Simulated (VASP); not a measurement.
Here is a VASP 6.6.1 calculation.

File INCAR:

```
SYSTEM = GaN
ALGO = Normal
EDIFF = 1E-6
ENCUT = 520
ISIF = 2
ISMEAR = 0
KPAR = 2
LASPH = .True.
LCHARG = .True.
LREAL = .False.
LVHAR = .True.
LWAVE = .False.
NELM = 100
PREC = Accurate
SIGMA = 0.02
```

File KPOINTS:

```
k-points
0
Gamma
  8 5 4
  0 0 0
```

File POSCAR:

```
GaN                                     
1.0
    3.1561577557      0.0000000000      0.0000000000
    0.0000000000      5.1129755643      0.0000000000
    0.0000000000      0.0000000000      5.4781101193
  Ga              N             
     4     4
Direct
     0.0000000000000000    0.9998330870124120    0.3333618175453100
     0.5000000000000000    0.9998330870124120    0.8333618175453100
     0.5000000000000000    0.4998330870124121    0.1666381824546900
     0.0000000000000000    0.4998330870124121    0.6666381824546900
     0.0000000000000000    0.6221669129875878    0.3335703114902319
     0.5000000000000000    0.6221669129875878    0.8335703114902321
     0.5000000000000000    0.1221669129875879    0.1664296885097681
     0.0000000000000000    0.1221669129875879    0.6664296885097679
```

Potentials or basis: VASP PAW LDA potentials, release 64 (Ga_d, N).

Launch:

```bash
$ cat potpaw_LDA.64/Ga_d/POTCAR potpaw_LDA.64/N/POTCAR > POTCAR
$ mpirun -np 2 vasp_std > vasp.out
```

Estimate the pressure.

1.1 GPa.

What does it give for the band gap on the k mesh?

2.17 eV.

Stress tensor (GPa, compression positive):
```
0.64 0.00 0.00
0.00 2.65 0.00
0.00 0.00 0.15
```

As with any semilocal functional, this LDA gap is likely too small.
